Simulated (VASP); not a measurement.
Cd: relaxation of cell and atoms with r2SCAN

The system is Cd.

```xyz
2
Lattice="2.9667 0.0000 0.0000 -1.4834 2.5693 0.0000 0.0000 0.0000 5.8020" Properties=species:S:1:pos:R:3 pbc="T T T"
Cd    0.0000    1.7128    1.4505
Cd    1.4834    0.8564    4.3515
```

| Item | Value |
| --- | --- |
| Program | VASP 6.6.1 |
| Task | relaxation of cell and atoms |
| Functional | r2SCAN |
| Potentials or basis | VASP PAW PBE potentials, release 64 (Cd) |
| Cutoff | 600 eV |
| k mesh | 18 × 18 × 8 |
| Occupations | methfessel-paxton, width 0.1 eV |
| Spin | no spin polarisation |
| Further INCAR settings | ALGO = Normal; EDIFF = 1e-07; IBRION = 2; EDIFFG = -0.005; NSW = 90; ISIF = 3 |

| Item | Value |
| --- | --- |
| Relaxed volume | 22.10 Å³/atom |
| Relaxed cell | a = 2.966 Å, b = 2.966 Å, c = 5.802 Å, α = 90.00°, β = 90.00°, γ = 120.00° |
| Space group after relaxing (to 0.05 Å) | P6_3/mmc (No. 194) |
| Energy gained by relaxing | 0.0 meV/atom |
| Ionic steps | 2 |
| Pressure after relaxing | 0.0 GPa |
| Band gap on the k mesh | none (metal or under the smearing width) |

Final structure:
```cif
data_structure
_symmetry_space_group_name_H-M 'P 1'
_symmetry_Int_Tables_number 1
_cell_length_a 2.9659
_cell_length_b 2.9659
_cell_length_c 5.8018
_cell_angle_alpha 90.000
_cell_angle_beta 90.000
_cell_angle_gamma 120.000
_cell_volume 44.20
loop_
_atom_site_label
_atom_site_type_symbol
_atom_site_fract_x
_atom_site_fract_y
_atom_site_fract_z
_atom_site_occupancy
Cd1 Cd 0.33333 0.66667 0.25000 1
Cd2 Cd 0.66667 0.33333 0.75000 1
```

Levels at points of the mesh, in eV from the Fermi level:
```csv
k point,band 8,band 9,band 10,band 11,band 12,band 13,band 14,band 15,band 16
"(0.00, 0.00, 0.00)",-9.13,-9.04,-8.94,-8.94,-3.63,-3.11,9.86,14.36,15.31
"(0.50, 0.00, 0.00)",-8.97,-8.61,-8.59,-2.30,-1.75,1.83,3.10,3.20,5.39
"(0.00, 0.00, 0.50)",-9.02,-9.02,-9.02,-7.60,-7.60,3.21,3.21,15.62,15.62
"(0.50, 0.00, 0.50)",-8.96,-8.60,-8.60,-1.55,-1.55,0.24,0.24,8.02,8.02
```

Run time: 10 min on 1 thread of Intel(R) Xeon(R) Platinum 8488C (Sapphire Rapids), with other jobs on the host, peak memory 0.28 GiB.

Caveat: the PAW data sets were made with another functional, which shifts forces and pressure a little.
